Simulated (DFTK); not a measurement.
The system is Ca.

```
Ca
1.0
    -2.24000    2.24000    2.24000
     2.24000   -2.24000    2.24000
     2.24000    2.24000   -2.24000
Ca
1
Direct
  0.00000 0.00000 0.00000
```

This isn't the form of Ca at room conditions, which is fcc.

- Program: DFTK 0.8.2
- Task: single point
- Functional: PBE
- Potentials or basis: dojo.nc.sr.pbe.v0_4_1.standard.upf (PBE)
- Cutoff: 1034 eV
- k mesh: 8 × 8 × 8
- Occupations: fermi-dirac, width 0.05 eV
- Spin: no spin polarisation

On this cell: pressure -1.0 GPa; band gap on the k mesh none (metal or under the smearing width).

The same run follows on a disturbed copy (cell strained at random at fixed volume):

```
CELL_PARAMETERS angstrom
-2.25163 2.21383 2.23487
2.21603 -2.23722 2.22267
2.28387 2.26947 -2.25827
ATOMIC_POSITIONS crystal
Ca 0.01023 0.00536 0.01779
```

What does the disturbed cell give?

The energy (extrapolated to zero smearing) moves by +0.7 meV/atom; pressure -1.0 GPa; band gap on the k mesh none (metal or under the smearing width).

Stress tensor (GPa, compression positive):
```
-0.97 -0.17  0.18
-0.17 -0.98  0.11
 0.18  0.11 -1.00
```

Caveats: the cell was measured hot, at 740 K.
